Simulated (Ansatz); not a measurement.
**Cohesive energies along group 14**

All numbers below come from DFT, PBEsol, plane waves (420 eV) with PAW, scalar-relativistic in Ansatz 0.2.0. The PAW files were generated under PBE, with cores re-solved for the functional.

The free atom is spin-polarised, without symmetry, in a box of 14 × 14.4 × 14.8 Å, in the lowest state that the tried spin starts reached (hybrids start from one state alone); no zero-point energy, no spin-orbit coupling, no dispersion.

Question: Rank by cohesive energy per atom, weakest first.
A. tin (beta-Sn (white tin))
B. silicon (diamond)
C. germanium (diamond)
D. lead (fcc)

Answer: D (3.34 eV), A (3.56 eV), C (4.15 eV), B (4.94 eV).
